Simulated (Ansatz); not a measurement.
System: KBr (rock salt type), 2 atoms in the cell.

```yaml
crystal:
  lattice:
    - [0.00000, 3.35000, 3.35000]
    - [3.35000, 0.00000, 3.35000]
    - [3.35000, 3.35000, 0.00000]
  atoms:
    - { symbol: K, position: [0.00000, 0.00000, 0.00000] }
    - { symbol: Br, position: [0.50000, 0.50000, 0.50000] }
```
Lattice in Å, positions in fractions of it.

Level of theory: Ansatz 0.2.0 development build, r²SCAN, plane waves, all-electron PAW datasets generated for the crystal, point nucleus.

Cutoff 200 eV; k-mesh 6×6×6 Γ-centred; Fermi–Dirac smearing of 0.02 eV; no spin polarisation.

Problem. How large is the gap on this mesh, is it direct, and where do the band edges lie (fractions of the reciprocal vectors of this cell)?

Solution. 4.96 eV, direct at (0.000, 0.000, 0.000).

Problem. List the levels near the gap at (0.000, 0.000, 0.000), (0.000, 0.000, -0.500), (0.000, 0.167, 0.167), (0.000, 0.333, 0.333), (0.167, 0.333, -0.500), in eV from the top of the valence band (v1 is the highest filled band, c1 the lowest empty one).

Solution. 
```tsv
k	v4	v3	v2	v1	c1	c2
(0.000, 0.000, 0.000)	-11.64	0.00	0.00	0.00	4.96	8.23
(0.000, 0.000, -0.500)	-11.42	-1.08	-0.29	-0.29	7.03	8.70
(0.000, 0.167, 0.167)	-11.57	-0.40	-0.08	-0.08	5.73	7.56
(0.000, 0.333, 0.333)	-11.60	-0.76	-0.22	-0.22	6.72	7.10
(0.167, 0.333, -0.500)	-11.53	-0.80	-0.35	-0.31	7.36	7.56
```

Spin–orbit coupling is left out; with heavy elements it can shift the gap and split levels by tenths of an eV. Semilocal functionals give gaps that mostly lie well below measured ones.
